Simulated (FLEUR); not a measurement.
# ZnS (F-43m) in FLEUR: single point with HSE06

Aim: the single point of ZnS with HSE06.

Everything below comes from runs of FLEUR MaX-R8.1 (patched build s14). Logs are shortened: lines on timing, memory, paths and dates and some standing lists are left out, and cuts for length are marked.

## Step 1: Starting point

It takes space group F-43m (No. 216, cubic). Conventional cell: a = 5.404 Å, b = 5.404 Å, c = 5.404 Å, α = 90.00°, β = 90.00°, γ = 90.00°. Zn (site symmetry -43m) has 4 S at 2.34 Å as nearest neighbours. S (site symmetry -43m) has 4 Zn at 2.34 Å as nearest neighbours.

## Step 2: Single point, HSE06

inp.xml reads:

```xml
<?xml version="1.0" encoding="UTF-8" standalone="no"?>
<fleurInput fleurInputVersion="0.39">
   <comment>
      ZnS                                                                                                 
   </comment>
   <calculationSetup>
      <cutoffs Kmax="5.1" Gmax="15.8" GmaxXC="15.8" numbands="41"/>
      <scfLoop itmax="30" minDistance="0.0001" maxIterBroyd="15" imix="Anderson" alpha="0.05" precondParam="0.0" spinf="2.0"/>
      <coreElectrons ctail="T" frcor="F" kcrel="0" coretail_lmax="0"/>
      <xcFunctional name="hse" relativisticCorrections="F"/>
      <magnetism jspins="1"/>
      <prodBasis gcutm="3.0" bands="37" tolerance="0.0001" lexp="16" ewaldlambda="3"/>
      <soc l_soc="F" theta="0.0" phi="0.0" spav="F"/>
      <expertModes spex="0" secvar="F"/>
      <geometryOptimization l_f="F" forcealpha="1.0" forcemix="BFGS" epsdisp="0.00001" epsforce="0.00001"/>
      <ldaU l_linMix="F" mixParam="0.05" spinf="1.0"/>
   </calculationSetup>
   <cell>
      <bzIntegration valenceElectrons="26.0" mode="hist" fermiSmearingEnergy="0.00183747">
         <kPointListSelection listName="default-1"/>
         <!-- k-points included here -->
         <xi:include xmlns:xi="http://www.w3.org/2001/XInclude" href="kpts.xml"> </xi:include>
      </bzIntegration>
      <!-- symmetry operations included here -->
      <xi:include xmlns:xi="http://www.w3.org/2001/XInclude" href="sym.xml"> </xi:include>
      <bulkLattice scale="1.0">
         <bravaisMatrix>
            <row-1>    0.0000000000000000     5.1060399886691998     5.1060399886691998</row-1>
            <row-2>    5.1060399886691998     0.0000000000000000     5.1060399886691998</row-2>
            <row-3>    5.1060399886691998     5.1060399886691998     0.0000000000000000</row-3>
         </bravaisMatrix>
      </bulkLattice>
   </cell>
   <atomSpecies>
      <species name="Zinc (Zn)" element="Zn" atomicNumber="30">
         <mtSphere radius="2.18" gridPoints="721" logIncrement="0.017"/>
         <atomicCutoffs lmax="9" lnonsphr="9"/>
         <electronConfig flipSpins="F">
            <coreConfig>(1s1/2) (2s1/2) (2p1/2) (2p3/2)</coreConfig>
            <valenceConfig>(3s1/2) (3p1/2) (3p3/2) (4s1/2) (3d3/2) (3d5/2)</valenceConfig>
         </electronConfig>
         <energyParameters s="4" p="4" d="3" f="4"/>
         <prodBasis lcutm="4" lcutwf="9" select="4 0 4 2"/>
         <lo type="SCLO" l="0" n="3" eDeriv="0"/>
         <lo type="SCLO" l="1" n="3" eDeriv="0"/>
         <lo type="SCLO" l="1" n="3" eDeriv="1"/>
         <lo type="HELO" l="2" n="4" eDeriv="0"/>
         <lo type="HELO" l="2" n="4" eDeriv="1"/>
         <lo type="SCLO" l="3" n="4" eDeriv="2"/>
      </species>
      <species name="Sulfur (S)" element="S" atomicNumber="16">
         <mtSphere radius="1.92" gridPoints="635" logIncrement="0.018"/>
         <atomicCutoffs lmax="8" lnonsphr="8"/>
         <electronConfig flipSpins="F">
            <coreConfig>(1s1/2) (2s1/2) (2p1/2) (2p3/2)</coreConfig>
            <valenceConfig>(3s1/2) (3p1/2) (3p3/2)</valenceConfig>
            <stateOccupation state="(3p1/2)" spinUp="0.666667" spinDown="0.666667"/>
            <stateOccupation state="(3p3/2)" spinUp="1.333333" spinDown="1.333333"/>
         </electronConfig>
         <energyParameters s="3" p="3" d="3" f="4"/>
         <prodBasis lcutm="4" lcutwf="8" select="4 0 4 2"/>
         <lo type="SCLO" l="0" n="3" eDeriv="2"/>
         <lo type="SCLO" l="1" n="3" eDeriv="2"/>
         <lo type="SCLO" l="2" n="3" eDeriv="2"/>
         <lo type="SCLO" l="3" n="4" eDeriv="2"/>
      </species>
   </atomSpecies>
   <atomGroups>
      <atomGroup species="Zinc (Zn)">
         <relPos label="                   1">-1.000/4.000 -1.000/4.000 -1.000/4.000</relPos>
         <force calculate="T" relaxXYZ="TTT"/>
      </atomGroup>
      <atomGroup species="Sulfur (S)">
         <relPos label="                   2">.0000000000 .0000000000 .0000000000</relPos>
         <force calculate="T" relaxXYZ="TTT"/>
      </atomGroup>
   </atomGroups>
   <output dos="F" band="F" slice="F">
      <checks vchk="F" cdinf="F"/>
      <bandDOS minEnergy="-.5*Htr" maxEnergy="0.5*Htr" sigma="0.015" storeEVData="T"/>
      <vacuumDOS vacdos="F" integ="F" star="F" nstars="0" locx1="0.0" locy1="0.0" locx2="0.0" locy2="0.0" nstm="0" tworkf="0.0"/>
      <unfoldingBand unfoldBand="F" supercellX="1" supercellY="1" supercellZ="1"/>
      <plotting iplot="0" polar="F">
         <plot TwoD="T" vec1="  1.0  0.0  0.0" vec2="  0.0  1.0  0.0" vec3="  0.0  0.0  1.0" zero="  0.0  0.0  0.0" file="plot"/>
      </plotting>
      <chargeDensitySlicing numkpt="0" minEigenval="0.0" maxEigenval="0.0" nnne="0" pallst="F"/>
      <specialOutput eonly="F"/>
      <magneticCircularDichroism mcd="F" energyLo="-10.0" energyUp="0.0"/>
   </output>
  <!-- We include the file relax.xml here to enable relaxations (see documentation) -->
  <xi:include xmlns:xi="http://www.w3.org/2001/XInclude" href="relax.xml"> <xi:fallback/> </xi:include>
</fleurInput>
```

crystal.txt reads:

```
ZnS
&input cartesian=F /
0.0000000000  2.7020000000  2.7020000000
2.7020000000  0.0000000000  2.7020000000
2.7020000000  2.7020000000  0.0000000000
1.8897261246
1.0 1.0 1.0

2
30 0.7500000000  0.7500000000  0.7500000000
16 0.0000000000  0.0000000000  0.0000000000

&kpt div1=4 div2=4 div3=4 gamma=T /
```

Potentials or basis: all-electron, FLAPW.

On the command line:

```bash
$ inpgen -f crystal.txt -profile fastHighL; OMP_NUM_THREADS=2 fleur -warn_only
```

Log:

```text
Welcome to FLEUR        (www.flapw.de)
      MaX-Release 8.1          (www.max-centre.eu)
************FLEUR-Warning*****************
Error message: Hybrid calculations should always use HDF5
*****************************************
 bands (prodBasis in inp.xml) is read and not used: the non-local exchange is built in the LAPW basis itself, without a cut in the bands.

 ========== k-point set info ==========
 Selected k-point list: default-1
 k-point list type: mesh
 4 x 4 x 4
 Number of k points: 8

 ------------Calculation Setup---------------------------
 Number of OMP-threads    :            2
 Number of basis functions:          693
 Approximate size of matrices (H+S) per k-point:         0.014 GB
 --------------------------------------------------------
 Iteration:           1  Distance:   9.1914647180742222       hyb distance:  -1.0000000000000000
 Iteration:           2  Distance:   8.0633658378693926       hyb distance:   9.1914647180742222
 Iteration:           3  Distance:   4.8742606305197942       hyb distance:   8.0633658378693926
 Iteration:           4  Distance:   2.6273316848547981       hyb distance:   4.8742606305197942
 Iteration:           5  Distance:   2.5136388880966494       hyb distance:   2.6273316848547981
 Iteration:           6  Distance:  0.38244994278542588       hyb distance:   2.5136388880966494
 Iteration:           7  Distance:  0.34633548577450002       hyb distance:  0.38244994278542588
 Iteration:           8  Distance:   3.6694529118437388E-002  hyb distance:  0.34633548577450002
 Iteration:           9  Distance:   3.3996941138061176E-002  hyb distance:   3.6694529118437388E-002
 Iteration:          10  Distance:   2.6588391160491925E-003  hyb distance:   3.3996941138061176E-002

[... 48 further cycles ...]
 Iteration:           0  Distance:   5.8927783896511713E-004  hyb distance:   7.3383540665979466E-004
 Iteration:           1  Distance:   5.4393540355847120E-004  hyb distance:   5.8927783896511713E-004
 Iteration:           2  Distance:   1.7965129264391951E-004  hyb distance:   5.4393540355847120E-004
 Iteration:           3  Distance:   4.2796414590295005E-005  hyb distance:   1.7965129264391951E-004
 Iteration:           4  Distance:   4.4453068694576174E-005  hyb distance:   4.2796414590295005E-005
 iterHF =    7
 start of coulomb calculation
 coulomb pw-loop nk: (1/8)
 coulomb pw-loop nk: (2/8)
 coulomb pw-loop nk: (3/8)
 coulomb pw-loop nk: (4/8)
 coulomb pw-loop nk: (5/8)
 coulomb pw-loop nk: (6/8)
 coulomb pw-loop nk: (7/8)
 coulomb pw-loop nk: (8/8)
 kpoint=            1
 calculate new HF matrix
 exchange_valence_hf
 core exchange calculation
 Screening parameter:   0.11000000000000000
 kpoint=            2
 exchange_valence_hf
 core exchange calculation
 Screening parameter:   0.11000000000000000
 kpoint=            3
 exchange_valence_hf
 core exchange calculation
 Screening parameter:   0.11000000000000000
 kpoint=            4
 exchange_valence_hf
 core exchange calculation
 Screening parameter:   0.11000000000000000
 kpoint=            5
 exchange_valence_hf
 core exchange calculation
 Screening parameter:   0.11000000000000000
 kpoint=            6
 exchange_valence_hf
 core exchange calculation
 Screening parameter:   0.11000000000000000
 kpoint=            7
 exchange_valence_hf
 core exchange calculation
 Screening parameter:   0.11000000000000000
 kpoint=            8
 exchange_valence_hf
 core exchange calculation
 Screening parameter:   0.11000000000000000
 Reset of history
 Iteration:           0  Distance:   1.1650405534025773E-004  hyb distance:   4.4453068694576174E-005
 Iteration:           1  Distance:   1.0015616935571192E-004  hyb distance:   1.1650405534025773E-004
 Iteration:           2  Distance:   2.0338630313644277E-005  hyb distance:   1.0015616935571192E-004
 Iteration:           3  Distance:   2.5148146915882106E-005  hyb distance:   2.0338630313644277E-005
 iterHF =    8
 start of coulomb calculation
 coulomb pw-loop nk: (1/8)
 coulomb pw-loop nk: (2/8)
 coulomb pw-loop nk: (3/8)
 coulomb pw-loop nk: (4/8)
 coulomb pw-loop nk: (5/8)
 coulomb pw-loop nk: (6/8)
 coulomb pw-loop nk: (7/8)
 coulomb pw-loop nk: (8/8)
 kpoint=            1
 calculate new HF matrix
 exchange_valence_hf
 core exchange calculation
 Screening parameter:   0.11000000000000000
 kpoint=            2
 exchange_valence_hf
 core exchange calculation
 Screening parameter:   0.11000000000000000
 kpoint=            3
 exchange_valence_hf
 core exchange calculation
 Screening parameter:   0.11000000000000000
 kpoint=            4
 exchange_valence_hf
 core exchange calculation
 Screening parameter:   0.11000000000000000
 kpoint=            5
 exchange_valence_hf
 core exchange calculation
 Screening parameter:   0.11000000000000000
 kpoint=            6
 exchange_valence_hf
 core exchange calculation
 Screening parameter:   0.11000000000000000
 kpoint=            7
 exchange_valence_hf
 core exchange calculation
 Screening parameter:   0.11000000000000000
 kpoint=            8
 exchange_valence_hf
 core exchange calculation
 Screening parameter:   0.11000000000000000
 Reset of history
 Iteration:           0  Distance:   2.0422239468408595E-005  hyb distance:   2.5148146915882106E-005

 ********************************************************************
 Run finished successfully
 Stop message:
   all done
 ********************************************************************
```

It took 21 min on 2 threads of Intel Xeon 6975P-C (Granite Rapids), shared host; peak memory 0.37 GiB.

What came out:

```
Free energy                                           : -59739.3652 eV
Band gap on the k mesh                                : 3.35 eV, direct
Valence electrons inside the program's atomic spheres : Zn 18.51; S 3.67 (radii Zn 2.18, S 1.92 bohr)
```

Core levels (eV from the Fermi level):
```
atom                                                     levels
1 Zn  1s1/2 -9517.3, 2s1/2 -1151.8, 2p1/2 -1013.6, 2p3/2 -989.7
 2 S    1s1/2 -2397.8, 2s1/2 -203.9, 2p1/2 -149.5, 2p3/2 -148.2
```

Caveat: the k mesh is coarse (spacing up to 0.50 Å⁻¹), so the values aren't converged, least of all with exact exchange; core states are solved in the semilocal potential.
